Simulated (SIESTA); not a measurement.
CoO:

```xyz
2
Lattice="1.5055 0.8692 2.4399 -1.5055 0.8692 2.4399 0.0000 -1.7384 2.4399" Properties=species:S:1:pos:R:3 pbc="T T T"
Co    0.0000    0.0000    0.0000
O     0.0000    0.0000    3.6599
```

The cell is a database's computed one.

Base run:

- Program: SIESTA 5.4.2
- Functional: PBE
- Potentials or basis: PseudoDojo 0.4 standard (PBE files)
- Basis: DZP (energy shift 0.003 Ry; two zetas on semicore shells)
- Grid cutoff: 800 Ry
- Energy shift: 0.003 Ry
- k mesh: 11 × 11 × 11
- Occupations: fermi-dirac, width 0.05 eV
- Spin: collinear spin, ferromagnetic start
- Starting moments: [2.0, 0.0] μB

Its results: band gap on the k mesh none (metal or under the smearing width); pressure 1.4 GPa; net moment 2.98 μB per cell; site moments Co +2.61; O +0.36 μB.

Task: After a change of settings the same cell gave: band gap on the k mesh none (metal or under the smearing width); pressure -17.2 GPa; net moment 2.83 μB per cell; site moments Co +2.47; O +0.36 μB. Which change was it?
A. functional from PBE to LDA; potentials or basis from PseudoDojo 0.4 standard (PBE files) to PseudoDojo 0.4 standard (LDA files)
B. functional from PBE to PBEsol; potentials or basis from PseudoDojo 0.4 standard (PBE files) to PseudoDojo 0.4 standard (PBEsol files)
C. basis from DZP (energy shift 0.003 Ry; two zetas on semicore shells) to DZP (energy shift 0.002 Ry); energy shift from 0.003 Ry to 0.002 Ry

Result: A.

Caveats: short orbitals over semicore shells can move pressures by several GPa; the basis of atomic orbitals isn't converged, which shifts pressures, moduli and gaps; a cell with one magnetic atom can't hold antiferromagnetic order, which such compounds often take; semilocal functionals often make such compounds metallic where correlation or magnetic order opens a gap, which also shifts bond lengths.

Not every run made on this cell is shown here.
